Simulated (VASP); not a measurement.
Wanted: the native input for a VASP 6.6.1 run.

```yaml
Task: single point
Functional: RPBE
Dispersion: D3(BJ)
Potentials_or_basis: VASP PAW PBE potentials, release 64 (Cs_sv)
Cutoff: 400 eV
k_mesh: 1 × 1 × 1
Occupations: gaussian, width 0.01 eV
Spin: collinear spin, ferromagnetic start
Starting_moments: "[0.5] μB"
Fixed_moment: 1 μB
Further_INCAR_settings: ALGO = Normal; EDIFF = 1e-07; NBANDS = 14; ISYM = 0
```

The structure of Cs lies in POSCAR:

```
Cs                                      
1.0
   10.5000000000      0.0000000000      0.0000000000
    0.0000000000     11.0000000000      0.0000000000
    0.0000000000      0.0000000000     11.5000000000
  Cs            
     1
Selective dynamics
Direct
     0.5000000000000000    0.5045454544999970    0.5000000000000000   F   F   F
```

The input as run:

INCAR

```
ALGO = Normal
EDIFF = 1E-7
ENCUT = 400
GGA = RP
ISIF = 2
ISMEAR = 0
ISPIN = 2
ISYM = 0
IVDW = 12
LASPH = T
LCHARG = F
LORBIT = 11
LREAL = F
LWAVE = F
MAGMOM = 0.5
NBANDS = 14
NELM = 80
NUPDOWN = 1
PREC = Accurate
SIGMA = 0.01
```

KPOINTS

```
k-points
0
Gamma
  1 1 1
```

Potentials or basis: VASP PAW PBE potentials, release 64 (Cs_sv).

Launch:

```sh
$ cat potpaw_PBE.64/Cs_sv/POTCAR > POTCAR
$ mpirun -np 4 vasp_gam > vasp.out
```

It gave:

```
Net moment                                            : 1.00 μB per cell
Valence electrons inside the program's atomic spheres : Cs 6.56
Dispersion energy per atom                            : -0.021 eV
```

Caveat: the total moment is fixed, so each spin has its own Fermi level.

It took 49 s on 4 MPI ranks on Intel(R) Xeon(R) 6975P-C (Granite Rapids) (shared host), peak memory 0.38 GiB a rank.
